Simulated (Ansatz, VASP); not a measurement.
## One calculation of TiS2, two programs

```
CELL_PARAMETERS angstrom
3.36589 0.00000 0.00000
-1.68294 2.91494 0.00000
0.00000 0.00000 5.61803
ATOMIC_POSITIONS crystal
Ti 0.00000 0.00000 0.00000
S 0.66667 0.33333 0.75000
S 0.33333 0.66667 0.25000
```

Change from the starting cell: volume scaled by 0.96.

Alike in both runs: task single point; functional PBEsol; k mesh 9 × 9 × 5; occupations fermi-dirac, width 0.05 eV; no spin polarisation.

```csv
,VASP,Ansatz
version,VASP 6.6.1,Ansatz 0.2.0
potentials or method,"VASP PAW PBE potentials, release 64 (Ti_sv, S)",Ansatz PAW
plane-wave cutoff (eV),520,420
valence electrons in the cell,24,24
```

Ansatz gave:

```
gap on the k mesh at the Fermi level (eV)       : none
pressure (GPa)                                  : 0.4
largest component of the traceless stress (GPa) : 1.07
rms of the force components (eV/Å)              : 0.092
```

**Question.** Which values does VASP return?

**Answer.** gap on the k mesh at the Fermi level (eV): none; pressure (GPa): 0.4; largest component of the traceless stress (GPa): 1.13; rms of the force components (eV/Å): 0.097.

Atom by atom the forces differ by 0.005 eV/Å (rms over components). A gap of «none» marks a metal or a gap that the smearing closes. The functional is the same, so the differences come from potentials, cutoffs and numerics.

Caveats: the PAW data sets were made with another functional, which shifts forces and pressure a little (VASP); the PAW data sets come from PBE, with cores solved anew for the run's functional, which leaves a small shift of forces and pressure (Ansatz).
